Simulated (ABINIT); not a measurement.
# CdSe (Cadmoselite) (P6_3mc) in ABINIT: a run that goes wrong, beside a sound one

A flawed run on CdSe (Cadmoselite) and a sound one for comparison.

All numbers are computed with ABINIT 10.8.3 (patched build); they aren't measurements. Logs are shortened: lines on timing, memory, paths and dates and some standing lists are left out, and cuts for length are marked. The log counts tension as positive stress, the text compression.

**What was measured.**

From a printed reference work, data compilation, for a bulk crystal of CdSe at 2 K: band gap 1.841 eV.

The results are compared with them further down.

### Step 1. The structure

Symmetry: P6_3mc, No. 186, hexagonal system. Conventional cell: a = 4.300 Å, b = 4.300 Å, c = 7.020 Å, α = 90.00°, β = 90.00°, γ = 120.00°. Around Cd (site symmetry 3m) lie 4 Se at 2.61 to 2.70 Å. Around Se (site symmetry 3m) lie 4 Cd at 2.61 to 2.70 Å.

### Step 2. A run with an altered input

The input, run.abi:

```
pp_dirpath "./"
pseudos "Cd.upf, Se.upf"

acell 3*1.0
rprim
     8.1258223359     0.0000000000     0.0000000000
    -4.0629111679     7.0371685696     0.0000000000
     0.0000000000     0.0000000000    13.2658773949
ntypat 3
znucl 48 34
natom 4
typat 1 1 2 2
xred
     0.6666666667     0.3333333333     0.5000000000
     0.3333333333     0.6666666667     0.0000000000
     0.6666666667     0.3333333333     0.8850000000
     0.3333333333     0.6666666667     0.3850000000

ecut 53.0

kptopt 1
ngkpt 6 6 3
nshiftk 1
shiftk 0.0 0.0 0.0

ixc 11

nband 44
occopt 3
tsmear 0.00183747

nstep 100
tolvrs 1.0e-10

iomode 3
prtwf 0
prtden 0
prteig 0
prtebands 0
enunit 2
```

Potentials or basis: PseudoDojo NC SR PBE v0.4.1 standard.

Run with:

```
> abinit run.abi > log 2>&1
```

run.abo:

```text
.Version 10.8.3 of ABINIT
--- !ERROR
message: |
    Not enough pseudopotentials in input `pseudos` string, expecting npsp: 3
    Perhaps the separator (=a comma) is missing between pseudopotentials in input `pseudos` string.
...
```

Wall time 0.05 s (1 thread of Arm Neoverse V2, shared host); peak memory 0.08 GiB.

The input was rejected before any iteration. The input was made wrong on purpose: wrong number of atom types (ntypat = 3).

### Step 3. Single point, PBE

The input, run.abi:

```
pp_dirpath "./"
pseudos "Cd.upf, Se.upf"

acell 4.3 4.3 7.02 Angstrom
rprim
     1.0000000000     0.0000000000     0.0000000000
    -0.5000000000     0.8660254038     0.0000000000
     0.0000000000     0.0000000000     1.0000000000
ntypat 2
znucl 48 34
natom 4
typat 1 1 2 2
xcart
     4.0629111684     2.3457228563     6.6329386974
    -0.0000000004     4.6914457133     0.0000000000
     4.0629111684     2.3457228563    11.7403014945
    -0.0000000004     4.6914457133     5.1073627970

ecut 53.0

kptopt 1
ngkpt 6 6 3
nshiftk 1
shiftk 0.0 0.0 0.0

ixc 11

nband 44
occopt 3
tsmear 0.05 eV

nstep 100
tolvrs 1.0e-10

iomode 3
prtwf 0
prteig 0
prtebands 0
enunit 2
prtvol 2
prtden 1
prtvha 1
prtvclmb 1
prtpot 1
prtelf 1
```

Potentials or basis: PseudoDojo NC SR PBE v0.4.1 standard.

Run with:

```
> abinit run.abi > log 2>&1
```

It took 7.3 min on 1 thread of Arm Neoverse V2, shared host; peak memory 0.26 GiB.

It converged, with:

```
Free energy                                           : -16142.5965 eV
Pressure                                              : 3.1 GPa
Largest force                                         : 0.285 eV/Å
Band gap on the k mesh                                : 0.70 eV, direct
Valence electrons inside the program's atomic spheres : Cd 17.17; Se 13.25
```

Forces in eV/Å, atoms in the order of the input:
```
Cd   0.000  0.000  0.285
Cd   0.000  0.000  0.285
Se   0.000  0.000 -0.285
Se   0.000  0.000 -0.285
```

Stress tensor (GPa, compression positive):
```
3.74 0.00 0.00
0.00 3.74 0.00
0.00 0.00 1.69
```

Levels at points of the mesh, in eV from the valence-band top:
```csv
k point,band 34,band 35,band 36,band 37,band 38,band 39
"(0.00, 0.00, 0.00)",-0.01,0.00,0.00,0.70,2.12,5.89
"(0.50, 0.00, 0.00)",-1.85,-1.23,-0.83,3.23,3.31,4.81
```

### Step 4. Comparison with measurements

Step 3. A measured gap of CdSe is 1.841 eV (2 K; a printed reference work, data compilation); the calculated 0.70 eV misses it by -1.14 eV. So large a miss can be the level of theory's own, or it may mean another phase, state or a wrong row. Spin-orbit coupling on Cd, Se is left out. The value is that of PBE, without temperature or zero-point motion. Semilocal functionals fall short of measured gaps as a rule.
